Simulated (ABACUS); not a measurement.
Runs of ABACUS 3.10.1 on KF (Carobbiite). The structure is cubic, space group Fm-3m (No. 225). Conventional cell: a = 5.344 Å, b = 5.344 Å, c = 5.344 Å, α = 90.00°, β = 90.00°, γ = 90.00°. K (site symmetry m-3m) is surrounded by 6 F at 2.67 Å. F (site symmetry m-3m) has 6 K at 2.67 Å as nearest neighbours. 

```tsv
task	level	potentials or basis	cell	k mesh	cutoff (eV)	radial cutoff of the potentials (pseudo_rcut)	path	points for each segment of the path	SCF threshold on the density	eigensolver	pressure (GPa)	V0 of scaled cells (Å³/atom)	B0 (GPa)
relaxation of cell and atoms	PBE	Ansatz NC PBE, TZDP LCAO (the cutoffs set its grid)	relaxed	8 × 8 × 8	1361	10 bohr	-	-	1e-07	genelpa	0.0	-	-
equation of state	PBE	PseudoDojo NC SR 0.4.1 PBE standard, plane waves	as given	9 × 9 × 9	1143	10 bohr	-	-	1e-08	dav	-	19.86	(a)
single point	r2SCAN	SG15 ONCV 1.2 PBE, plane waves	as given	6 × 6 × 6	1320	7 bohr	-	-	1e-08	dav	-0.6	-	-
equation of state	PBEsol	PseudoDojo NC SR 0.4.1 PBEsol standard, plane waves	as given	9 × 9 × 9	1143	7 bohr	-	-	1e-08	dav	-	18.63	(b)
```

Alike in all rows: no spin polarisation; smearing fermi-dirac 0.05 eV.

Q: Fill in the values left out.

A: (a) 29; (b) 33.

Caveats: the atomic orbitals were generated for these runs and aren't a published set (some runs); the orbitals of K, Rb and Cs are too short, which can make volumes 7 to 10 % small (some runs); the basis of atomic orbitals isn't converged, which shifts pressures, moduli and gaps (some runs); the potentials were made for another functional, which shifts forces and pressure (some runs).

Not every run made on this cell is shown here.
